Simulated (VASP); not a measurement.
# Hf (Im-3m) in VASP: further runs

The runs below take Hf through relaxation of cell and atoms, with r2SCAN.

Program: VASP 6.6.1. These are calculated values, not measurements. Logs are shortened: lines on timing, memory, paths and dates and some standing lists are left out, and cuts for length are marked.

## 1. The structure

It takes space group Im-3m (No. 229, cubic). Conventional cell: a = 3.194 Å, b = 3.194 Å, c = 3.194 Å, α = 90.00°, β = 90.00°, γ = 90.00°. Hf (site symmetry m-3m) has 8 Hf at 2.77 Å as nearest neighbours.

This isn't the form of Hf at room conditions, which is hcp.

## 2. Relaxation of cell and atoms, r2SCAN, target pressure 50 GPa, at which the enthalpy is minimised

The input, INCAR:

```
PREC     = Accurate       # precision mode
ENCUT    = 520            # plane-wave cutoff, eV
EDIFF    = 1E-7           # SCF threshold, eV
ISMEAR   = 0              # smearing method
SIGMA    = 0.1            # smearing width, eV
LREAL    = False          # projectors in reciprocal space
LASPH    = True           # aspherical terms in the spheres
NELM     = 60             # most SCF steps
ALGO     = Normal         # electronic algorithm
ISIF     = 3              # what is computed and relaxed
LWAVE    = False          # write WAVECAR
LCHARG   = False          # write CHGCAR
METAGGA  = R2SCAN         # meta-GGA
LMIXTAU  = True         
IBRION   = 2              # ionic algorithm
NSW      = 80             # ionic steps
EDIFFG   = -0.002         # ionic threshold
PSTRESS  = 500.0
```

The input, KPOINTS:

```
Automatic mesh
0
Gamma
  16 16 16
```

The input, POSCAR:

```
Hf                                      
1.0
   -1.5969510842      1.5969510842      1.5969510842
    1.5969510842     -1.5969510842      1.5969510842
    1.5969510842      1.5969510842     -1.5969510842
  Hf            
     1
Direct
     0.0000000000000000    0.0000000000000000    0.0000000000000000
```

Potentials or basis: VASP PAW PBE potentials, release 64 (Hf_pv).

Launch:

```sh
$ cat potpaw_PBE.64/Hf_pv/POTCAR > POTCAR
$ mpirun -np 1 vasp_std > vasp.out
```

OUTCAR:

```text
PREC = Accurate
   ENCUT = 520
   EDIFF = 1E-7
   ISMEAR = 0
   LREAL = False
   LASPH = True
   NELM = 60
   ISIF = 3
   METAGGA = R2SCAN
   IBRION = 2
   NSW = 80
   EDIFFG = -0.002
   PSTRESS = 500.0

 ion  position               nearest neighbor table
   1  0.000  0.000  0.000-

  LATTYP: Found a body centered cubic cell.
 ALAT       =     3.1939021684

  Lattice vectors:

 A1 = (  -1.5969510842,   1.5969510842,   1.5969510842)
 A2 = (   1.5969510842,  -1.5969510842,   1.5969510842)
 A3 = (   1.5969510842,   1.5969510842,  -1.5969510842)

Analysis of symmetry for initial positions (statically):
=====================================================================
 Subroutine PRICEL returns:
 Original cell was already a primitive cell.

 Routine SETGRP: Setting up the symmetry group for a
 body centered cubic supercell.

 Subroutine GETGRP returns: Found 48 space group operations
 (whereof 48 operations were pure point group operations)
 out of a pool of 48 trial point group operations.

The static configuration has the point symmetry O_h .

Analysis of symmetry for dynamics (positions and initial velocities):
=====================================================================
 Subroutine PRICEL returns:
 Original cell was already a primitive cell.

 Routine SETGRP: Setting up the symmetry group for a
 body centered cubic supercell.

 Subroutine GETGRP returns: Found 48 space group operations
 (whereof 48 operations were pure point group operations)
 out of a pool of 48 trial point group operations.

The dynamic configuration has the point symmetry O_h .

 Subroutine INISYM returns: Found 48 space group operations
 (whereof 48 operations are pure point group operations),
 and found     1 'primitive' translations

----------------------------------------------------------------------------------------

                                     Primitive cell

  volume of cell :      16.2905

  direct lattice vectors                    reciprocal lattice vectors
    -1.596951084  1.596951084  1.596951084     0.000000000  0.313096628  0.313096628
     1.596951084 -1.596951084  1.596951084     0.313096628  0.000000000  0.313096628
     1.596951084  1.596951084 -1.596951084     0.313096628  0.313096628  0.000000000

  length of vectors
     2.766000415  2.766000415  2.766000415     0.442785498  0.442785498  0.442785498

  position of ions in fractional coordinates (direct lattice)
     0.000000000  0.000000000  0.000000000

  ion indices of the primitive-cell ions
   primitive index   ion index
                 1           1

----------------------------------------------------------------------------------------

 KPOINTS: Automatic mesh

Automatic generation of k-mesh.
 Grid dimensions read from file:
 generate k-points for:   16   16   16

 Generating k-lattice:

  Cartesian coordinates                     Fractional coordinates (reciprocal lattice)
     0.000000000  0.019568539  0.019568539     0.062500000  0.000000000  0.000000000
     0.019568539  0.000000000  0.019568539     0.000000000  0.062500000  0.000000000
     0.019568539  0.019568539  0.000000000     0.000000000  0.000000000  0.062500000

  Length of vectors
     0.027674094  0.027674094  0.027674094

  Shift w.r.t. Gamma in fractional coordinates (k-lattice)
     0.000000000  0.000000000  0.000000000

 Subroutine IBZKPT returns following result:
 ===========================================

 Found    145 irreducible k-points:

 Following reciprocal coordinates:
            Coordinates               Weight
  0.000000  0.000000  0.000000      1.000000
  0.062500  0.000000  0.000000     12.000000
  0.125000  0.000000  0.000000     12.000000
  0.187500  0.000000  0.000000     12.000000
  0.250000  0.000000  0.000000     12.000000
  0.312500  0.000000  0.000000     12.000000
[... 16 lines left out ...]
  0.187500  0.187500  0.000000     24.000000
  0.250000  0.187500 -0.000000     48.000000
 [... further k-points ...]
   k-points           NKPTS =    145   k-points in BZ     NKDIM =    145   number of bands    NBANDS=      9
   number of dos      NEDOS =    301   number of ions     NIONS =      1
   total plane-waves  NPLWV =  13824
   dimension x,y,z NGX =    24 NGY =   24 NGZ =   24
   dimension x,y,z NGXF=    48 NGYF=   48 NGZF=   48
   ions per type =               1
   NGX,Y,Z   is equivalent  to a cutoff of  14.42, 14.42, 14.42 a.u.
   NGXF,Y,Z  is equivalent  to a cutoff of  28.85, 28.85, 28.85 a.u.
 SYSTEM =  unknown system
   PREC   = accura    normal or accurate (medium, high low for compatibility)
   ISTART =      0    job   : 0-new  1-cont  2-samecut
   ICHARG =      2    charge: 1-file 2-atom 10-const
   ISPIN  =      1    spin polarized calculation?
   LNONCOLLINEAR =      F non collinear calculations
   LSORBIT =      F    spin-orbit coupling
   LASPH  =      T    aspherical Exc in radial PAW
   ENCUT  =  520.0 eV  38.22 Ry    6.18 a.u.   5.14  5.14  5.14*2*pi/ulx,y,z
   NELM   =     60;   NELMIN=  2; NELMDL= -5     # of ELM steps
   EDIFF  = 0.1E-06   stopping-criterion for ELM
   LREAL  =      F    real-space projection
   EDIFFG = -.2E-02   stopping-criterion for IOM
   NSW    =     80    number of steps for IOM
   IBRION =      2    ionic relax: 0-MD 1-quasi-New 2-CG
   NFREE  =      1    steps in history (QN), initial steepest desc. (CG)
   ISIF   =      3    stress and relaxation
   ISYM   =      2    0-nonsym 1-usesym 2-fastsym
   POTIM  = 0.5000    time-step for ionic-motion
   TEBEG  =    0.0;   TEEND  =   0.0 temperature during run
   PSTRESS=  500.0 pullay stress
   NELECT =      10.0000    total number of electrons
   NUPDOWN=      -1.0000    fix difference up-down
   EMIN   =  10.00;   EMAX   =-10.00  energy-range for DOS
   EFERMI =   0.00;   METHOD = LEGACY
   ISMEAR =     0;   SIGMA  =   0.10  broadening in eV -4-tet -1-fermi 0-gaus
   EFERMI_NEDOS =   21; number of points for ismear=-14 and -15
   IALGO  =     38    algorithm
   IMIX   =      4    mixing-type and parameters
     AMIX     =   0.40;   BMIX     =  1.00
     AMIX_MAG =   1.60;   BMIX_MAG =  1.00
  volume/ion in A,a.u.               =      16.29       109.93
  Fermi-wavevector in a.u.,A,eV,Ry     =   1.391329  2.629231 26.338115  1.935797
  Thomas-Fermi vector in A             =   2.515179
   LORBIT       =      0    0 simple, 1 ext, 2 COOP (PROOUT), +10 PAW based schemes
   METAGGA = R2SCAN    functional components
   LHFCALC =     F    Hartree Fock is set to
   AEXX    =    0.0000 exact exchange contribution
   IVDW    =     0    specifies the selected vdW correction
   LEPSILON=     F    determine dielectric tensor
   LRPA    =     F    only Hartree local field effects (RPA)
 conjugate gradient relaxation of ions
 non-spin polarized calculation
 Gauss-broadening in eV      SIGMA  =   0.10
  energy-cutoff  :      520.00
  volume of cell :       16.29
 maximum number of plane-waves:       466
 NGX is ok and might be reduce to    24
   NGX = 11   NGY = 11   NGZ = 11

 number of electron      10.0000000 magnetization

 number of electron       9.9999999 magnetization

 Free energy of the ion-electron system (eV)
  ---------------------------------------------------
  ext. energy  EPLUGINS =         0.00000000
  ---------------------------------------------------
  free energy    TOTEN  =       -44.20867087 eV

  energy without entropy =      -44.20302022  energy(sigma->0) =      -44.20584555

 E-fermi :   6.8081     XC(G=0): -13.8927

 val. band max:        6.8041161200   @ k =   0.2500   0.1250   0.0625
 cond. band min:       6.8121942926   @ k =   0.1250   0.1250   0.0625
 fundamental gap:      0.0080781726
 Fermi energy:         6.8080598405

 k-point     1 :       0.0000    0.0000    0.0000
  band No.  band energies     occupation
      1     -22.8517      2.00000
      2     -22.8517      2.00000
      3     -22.8517      2.00000
      4      -1.3892      2.00000
      5       8.7507      0.00000
      6       8.7507      0.00000
      7       8.7507      0.00000
      8      12.5817      0.00000
      9      12.5817      0.00000

 k-point     2 :       0.0625    0.0000    0.0000
  band No.  band energies     occupation
      1     -22.9519      2.00000
      2     -22.8793      2.00000
      3     -22.8530      2.00000
      4      -1.1630      2.00000
      5       8.5823      0.00000
      6       8.6855      0.00000
      7       8.9687      0.00000
      8      12.2832      0.00000
      9      12.5685      0.00000

 k-point     3 :       0.1250    0.0000    0.0000
  band No.  band energies     occupation
      1     -23.2296      2.00000
      2     -22.9571      2.00000
      3     -22.8567      2.00000
      4      -0.5266      2.00000
      5       8.1384      0.00000
      6       8.4060      0.00000
      7       9.6141      0.00000
      8      11.8005      0.00000
      9      12.5560      0.00000

 k-point     4 :       0.1875    0.0000    0.0000
  band No.  band energies     occupation
      1     -23.6259      2.00000
      2     -23.0715      2.00000
      3     -22.8623      2.00000
      4       0.3907      2.00000
      5       7.5513      0.00000
      6       7.8694      0.00000
      7      10.6600      0.00000
      8      11.6856      0.00000
      9      12.6040      0.00000
[... 205 lines left out ...]
 k-point    22 :       0.4375    0.1250    0.0000
  band No.  band energies     occupation
      1     -25.0097      2.00000
      2     -23.6652      2.00000
      3     -23.0055      2.00000
      4       2.7944      2.00000
      5       5.7690      2.00000
      6       8.6729      0.00000
      7      12.3882      0.00000
      8      14.4522      0.00000
      9      18.6034      0.00000

 k-point    23 :       0.1875    0.1875    0.0000
  band No.  band energies     occupation
      1     -24.4303      2.00000
      2     -23.3978      2.00000
      3     -23.0231      2.00000
      4       2.7784      2.00000
      5       6.1973      2.00000
      6       6.8713      0.37106
      7      11.4462      0.00000
      8      13.8940      0.00000
      9      14.4972      0.00000

 k-point    24 :       0.2500    0.1875   -0.0000
  band No.  band energies     occupation
      1     -24.6470      2.00000
      2     -23.5866      2.00000
      3     -23.0542      2.00000
      4       3.3833      2.00000
      5       5.9067      2.00000
      6       6.9543      0.03867
      7      11.8233      0.00000
      8      14.0426      0.00000
      9      16.2608      0.00000

 [... further k-points ...]

------------------------ aborting loop because EDIFF is reached ----------------------------------------

  FORCE on cell =-STRESS in cart. coord.  units (eV):
  Direction    XX          YY          ZZ          XY          YZ          ZX
  --------------------------------------------------------------------------------------
  -------------------------------------------------------------------------------------
  Total        5.0838374      5.0838374      5.0838374      0.0000000      0.0000000      0.0000000
  in kB      499.9970016    499.9970016    499.9970016      0.0000000      0.0000000      0.0000000
  external PRESSURE =      -0.0029984 kB  Pullay stress =     500.0000000 kB

 VOLUME and BASIS-vectors are now :
 -----------------------------------------------------------------------------
  energy-cutoff  :      520.00
  volume of cell :       16.29
      direct lattice vectors                 reciprocal lattice vectors
    -1.596951084  1.596951084  1.596951084     0.000000000  0.313096628  0.313096628
     1.596951084 -1.596951084  1.596951084     0.313096628  0.000000000  0.313096628
     1.596951084  1.596951084 -1.596951084     0.313096628  0.313096628  0.000000000

 POSITION                                       TOTAL-FORCE (eV/Angst)
 -----------------------------------------------------------------------------------
      0.00000      0.00000      0.00000         0.000000      0.000000      0.000000
 -----------------------------------------------------------------------------------
    total drift:                                0.000000      0.000000      0.000000

  FREE ENERGIE OF THE ION-ELECTRON SYSTEM (eV)
  ---------------------------------------------------
  free  energy   TOTEN  =       -44.2086708731 eV

  energy  without entropy=      -44.2030202180  energy(sigma->0) =      -44.20584555

  enthalpy is  TOTEN    =       -39.1248030112 eV   P V=        5.0838678620

 reached required accuracy - stopping structural energy minimisation
```

It took 60 s on 1 thread of Intel Xeon Platinum 8488C (Sapphire Rapids), shared host; peak memory 0.16 GiB.

Results:

| Property | Result |
| --- | --- |
| Free energy | -44.2087 eV |
| Pressure after relaxing | 50.0 GPa |
| Band gap on the k mesh | none (metal or under the smearing width) |

Final structure:
```cif
data_structure
_symmetry_space_group_name_H-M 'P 1'
_symmetry_Int_Tables_number 1
_cell_length_a 2.7660
_cell_length_b 2.7660
_cell_length_c 2.7660
_cell_angle_alpha 109.471
_cell_angle_beta 109.471
_cell_angle_gamma 109.471
_cell_volume 16.29
loop_
_atom_site_label
_atom_site_type_symbol
_atom_site_fract_x
_atom_site_fract_y
_atom_site_fract_z
_atom_site_occupancy
Hf1 Hf 0.00000 0.00000 0.00000 1
```

Caveat: the relaxation stopped at its first step, so nothing moved; the cell is relaxed towards a set pressure, so the enthalpy falls and the energy may rise; the PAW data sets were made with another functional, which shifts forces and pressure a little.

## 3. Relaxation of cell and atoms, r2SCAN, target pressure 30 GPa, at which the enthalpy is minimised

Edit INCAR of step 2 so:

```diff
@@ -17,2 +17,2 @@
 EDIFFG   = -0.002         # ionic threshold
-PSTRESS  = 500.0
+PSTRESS  = 300.0
```

KPOINTS is that of step 2.

POSCAR is that of step 2.

Potentials or basis: VASP PAW PBE potentials, release 64 (Hf_pv).

Launch:

```sh
$ cat potpaw_PBE.64/Hf_pv/POTCAR > POTCAR
$ mpirun -np 1 vasp_std > vasp.out
```

Run time: 6.7 min. Hardware: 1 thread of Intel Xeon Platinum 8488C (Sapphire Rapids), shared host; peak memory 0.17 GiB.

Results (log left out):

| Property | Result |
| --- | --- |
| Free energy | -44.6101 eV |
| Relaxed volume | 17.92 Å³/atom |
| Relaxed cell | a = 2.855 Å, b = 2.855 Å, c = 2.855 Å, α = 109.47°, β = 109.47°, γ = 109.47° |
| Space group after relaxing (to 0.05 Å) | Im-3m (No. 229) |
| Energy change on relaxing (the enthalpy is what falls) | -401.4 meV/atom |
| Ionic steps | 17 |
| Pressure after relaxing | 30.0 GPa |
| Band gap on the k mesh | none (metal or under the smearing width) |

The path:
| step | energy change (eV) | largest force (eV/Å) | pressure (GPa) | volume (Å³) |
| --- | --- | --- | --- | --- |
| 1 | 0.0000 | 0.0000 | 50.00 | 16.29 |
| 2 | -0.7315 | 0.0000 | 2.31 | 21.57 |
| 3 | -0.4178 | 0.0000 | 29.09 | 18.01 |
| 4 | -0.4021 | 0.0000 | 29.96 | 17.92 |
| 5 | -0.3957 | 0.0000 | 30.31 | 17.89 |
| 6 | -0.3960 | 0.0000 | 30.33 | 17.89 |
| 7 | -0.3967 | 0.0000 | 30.26 | 17.90 |
| 8 | -0.3967 | 0.0000 | 30.26 | 17.90 |
| 9 | -0.3968 | 0.0000 | 30.26 | 17.90 |
| 10 | -0.3968 | 0.0000 | 30.26 | 17.90 |
| 11 | -0.3969 | 0.0000 | 30.26 | 17.90 |
| 12 | -0.3971 | 0.0000 | 30.26 | 17.90 |
| 13 | -0.3975 | 0.0000 | 30.27 | 17.90 |
| 14 | -0.3983 | 0.0000 | 30.17 | 17.90 |
| 15 | -0.3999 | 0.0000 | 30.08 | 17.91 |
| 16 | -0.4031 | 0.0000 | 29.91 | 17.93 |
| 17 | -0.4014 | 0.0000 | 30.00 | 17.92 |

Final structure:
```yaml
crystal:
  lattice:
    - [-1.64855, 1.64855, 1.64855]
    - [1.64855, -1.64855, 1.64855]
    - [1.64855, 1.64855, -1.64855]
  atoms:
    - { symbol: Hf, position: [0.00000, 0.00000, 0.00000] }
```

Levels at points of the mesh, in eV from the Fermi level:
```tsv
k point	band 1	band 2	band 3	band 4	band 5	band 6	band 7	band 8	band 9
(0.00, 0.00, 0.00)	-30.06	-30.06	-30.06	-8.02	1.91	1.91	1.91	5.41	5.41
(0.50, 0.00, 0.00)	-31.77	-30.59	-30.09	-4.27	-0.88	2.04	5.48	6.71	10.10
(0.50, 0.50, 0.50)	-31.21	-31.21	-31.21	-3.88	-3.88	8.91	8.91	8.91	9.67
```

Caveat: the cell is relaxed towards a set pressure, so the enthalpy falls and the energy may rise; the PAW data sets were made with another functional, which shifts forces and pressure a little. Zero-point motion and thermal expansion aren't in these numbers.
